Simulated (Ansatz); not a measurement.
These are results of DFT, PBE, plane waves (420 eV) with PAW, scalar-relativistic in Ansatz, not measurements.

An element in the fcc structure gives this curve. The cell is scaled uniformly from the relaxed one, with fractional coordinates and shape fixed. Energies are extrapolated to zero smearing, pressures are those at the given smearing. Magnetic state: non-magnetic.

```
V (Å³/atom)  E − E₀ (meV/atom)  P (GPa)
     28.547               67.4     6.17
     29.845               27.9     3.75
     31.142                6.3     1.71
     32.440                0.0     0.00
     33.738                6.5    -1.44
     35.035               23.7    -2.65
     36.333               50.0    -3.68
```

Q: Which element is it?
A. tin
B. yttrium
C. lutetium
D. sodium

A: B. Its fit is V₀ = 32.40 Å³/atom, B₀ = 40 GPa, B₀′ = 3.3.
